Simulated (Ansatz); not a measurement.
W, dhcp: how the functional moves the structure

All rows: Ansatz, plane waves with scalar-relativistic PAW, 420 eV (500 eV for the SCAN forms), relaxed under each functional, no dispersion correction, no zero-point motion. B₀ comes from uniform scaling at fixed shape; a dash is a value not given.

```
functional  V (Å³/atom)                                    cell  B₀ (GPa)     magnetic state  ΔE to bcc (meV/atom)
       PBE        16.50  a = 2.786 Å, c = 9.817 Å (c/a = 3.523)       282  spin not included                   483
    r²SCAN        16.27  a = 2.765 Å, c = 9.831 Å (c/a = 3.556)       297  spin not included                   554
    PBEsol        16.03  a = 2.762 Å, c = 9.705 Å (c/a = 3.514)       300  spin not included                   495
    revPBE        16.65  a = 2.794 Å, c = 9.854 Å (c/a = 3.527)       275  spin not included                   481
      RPBE        16.71  a = 2.797 Å, c = 9.868 Å (c/a = 3.528)       273  spin not included                   480
      BLYP        17.09  a = 2.812 Å, c = 9.983 Å (c/a = 3.550)       257  spin not included                   436
```

PBEsol gives the smallest volume and BLYP the largest.
